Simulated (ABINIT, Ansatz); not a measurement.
Given: the input of a run of Ansatz 0.2.0 on CuI (Marshite). 

The input input.yaml:

```yaml
crystal:
  lattice:
    - [0.0, 3.0315, 3.0315]
    - [3.0315, 0.0, 3.0315]
    - [3.0315, 3.0315, 0.0]
  atoms:
    - { symbol: I, position: [0.0, 0.0, 0.0] }
    - { symbol: Cu, position: [0.75, 0.75, 0.75] }
hamiltonian:
  xc: pbe
  pseudopotentials: { kind: paw }
kpoints:
  mp_grid: { grid: [8, 8, 8] }
scf:
  occupations: { method: fermi_dirac, width: 0.05 }
output:
  forces: true
  stress: true
  eigenvalues: true
```

Potentials or basis: Ansatz PAW.

Run with:

```bash
$ ansatz run input.yaml --threads 1 --pin off --max-ram 3584MiB --backend cpu --events-out ev --progress --plain --runs-dir out
```

Q: Translate it to ABINIT 10.8.3 (patched build). Potentials or basis there: JTH PAW PBE v2.0, cutoff 707 eV.

A: As run (cutoffs and basis follow the program's own potentials, and thresholds, step limits or extra output files can differ):

Contents of run.abi:

```
# Pseudopotentials
pp_dirpath "./"
pseudos "I.GGA_PBE-JTH.xml, Cu.GGA_PBE-JTH.xml"

# Structure
structure "poscar:POSCAR"
natom 2

# Plane-wave basis
ecut 26.0
pawecutdg 48.0

# k points
kptopt 1
ngkpt 8 8 8
nshiftk 1
shiftk 0.0 0.0 0.0

# Exchange and correlation
ixc 11

# Bands and occupations
nband 17
occopt 3
tsmear 0.00183747

# SCF cycle
nstep 100
tolvrs 1.0e-9

# Output
iomode 3
prtwf 0
prteig 0
prtebands 0
prtden 1
prtvha 1
prtvclmb 1
prtpot 1
```

File POSCAR:

```
CuI
1.0
    0.0000000000      3.0315000000      3.0315000000
    3.0315000000      0.0000000000      3.0315000000
    3.0315000000      3.0315000000      0.0000000000
I Cu
1 1
Direct
    0.0000000000      0.0000000000      0.0000000000  I
    0.7500000000      0.7500000000      0.7500000000  Cu
```

Potentials or basis: JTH PAW PBE v2.0.

The run is started by

```console
$ abinit run.abi > log 2>&1
```

Both were run:

|  | Ansatz | ABINIT |
| --- | --- | --- |
| Pressure | 0.3 GPa | 0.8 GPa |

Ansatz's pressure holds a Pulay term of +0.04 GPa for its cutoff of 420 eV, which the other run lacks.

The potentials hold 36 and 26 valence electrons a cell.

Where Ansatz's input types no cutoff or centring, it takes its own default and a Γ-centred mesh.

Pressure is positive in compression.
